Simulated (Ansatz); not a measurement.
Write the native input for Ansatz 0.2.0 that does the following.

```yaml
Task: relaxation of cell and atoms
Functional: PBE
Dispersion: D3(BJ)
Potentials_or_basis: Ansatz PAW
Cutoff: "420 eV (not typed: the program's choice for these potentials)"
k_mesh: 7 × 7 × 7
Occupations: fermi-dirac, width 0.05 eV
Spin: no spin polarisation
```

The system is TePb.

```xyz
2
Lattice="0.0000 3.2310 3.2310 3.2310 0.0000 3.2310 3.2310 3.2310 0.0000" Properties=species:S:1:pos:R:3 pbc="T T T"
Pb    0.0000    0.0000    0.0000
Te    3.2310    3.2310    3.2310
```

These files were run (other wordings do the same):

input.yaml

```yaml
crystal:
  lattice:
    - [0.0, 3.231, 3.231]
    - [3.231, 0.0, 3.231]
    - [3.231, 3.231, 0.0]
  atoms:
    - { symbol: Pb, position: [0.0, 0.0, 0.0] }
    - { symbol: Te, position: [0.5, 0.5, 0.5] }
hamiltonian:
  xc: pbe
  pseudopotentials: { kind: paw }
  dispersion: d3bj
kpoints:
  mp_grid: { grid: [7, 7, 7] }
scf:
  occupations: { method: fermi_dirac, width: 0.05 }
output:
  forces: true
  stress: true
relax:
  f_tol: 0.01
  max_steps: 40
  cell: { stress_tol: 0.05 }
```

Potentials or basis: Ansatz PAW.

The run is started by

```bash
$ ansatz run input.yaml --threads 2 --pin off --max-ram 5120MiB --backend cpu --events-out ev --progress --plain --runs-dir out
```

It gave:

```json
{
  "Relaxed volume": "33.86 Å³/atom",
  "Relaxed cell": "a = 4.575 Å, b = 4.575 Å, c = 4.575 Å, α = 60.00°, β = 60.00°, γ = 60.00°",
  "Space group after relaxing (to 0.05 Å)": "Fm-3m (No. 225)",
  "Energy gained by relaxing": "0.0 meV/atom",
  "Ionic steps": "3",
  "Pressure after relaxing": "0.0 GPa"
}
```

Caveat: the plane-wave basis is chosen anew once the cell has moved, so the energies of steps on either side of that aren't comparable.

Wall time 2 s on 2 threads of Arm Neoverse V2 (shared host), peak memory 0.34 GiB.
